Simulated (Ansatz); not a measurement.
Ni, hcp: how the functional moves the structure

All rows: Ansatz, plane waves with scalar-relativistic PAW, 420 eV (500 eV for the SCAN forms), relaxed under each functional, no dispersion correction, no zero-point motion. B₀ comes from uniform scaling at fixed shape; a dash is a value not given.

```tsv
functional	V (Å³/atom)	cell	B₀ (GPa)	magnetic state	ΔE to fcc (meV/atom)
PBE	10.93	a = 2.488 Å, c = 4.078 Å (c/a = 1.639)	198	ferromagnetic, net 0.65 μB per atom	27
m-r²SCAN	10.47	a = 2.447 Å, c = 4.038 Å (c/a = 1.650)	224	ferromagnetic, net 0.62 μB per atom	37
PBEsol	10.41	a = 2.448 Å, c = 4.014 Å (c/a = 1.640)	229	ferromagnetic, net 0.64 μB per atom	26
revPBE	11.17	a = 2.507 Å, c = 4.105 Å (c/a = 1.638)	181	ferromagnetic, net 0.66 μB per atom	27
BLYP	11.48	a = 2.526 Å, c = 4.156 Å (c/a = 1.645)	167	ferromagnetic, net 0.62 μB per atom	28
```

**Question.** What does RPBE give?

**Answer.** V (Å³/atom): 11.26; cell: a = 2.514 Å, c = 4.116 Å (c/a = 1.637); B₀ (GPa): 176; magnetic state: ferromagnetic, net 0.67 μB per atom; ΔE to fcc (meV/atom): 28.

m-r²SCAN is r²SCAN on the gauge-invariant kinetic-energy density; without spin polarisation the two are equal.
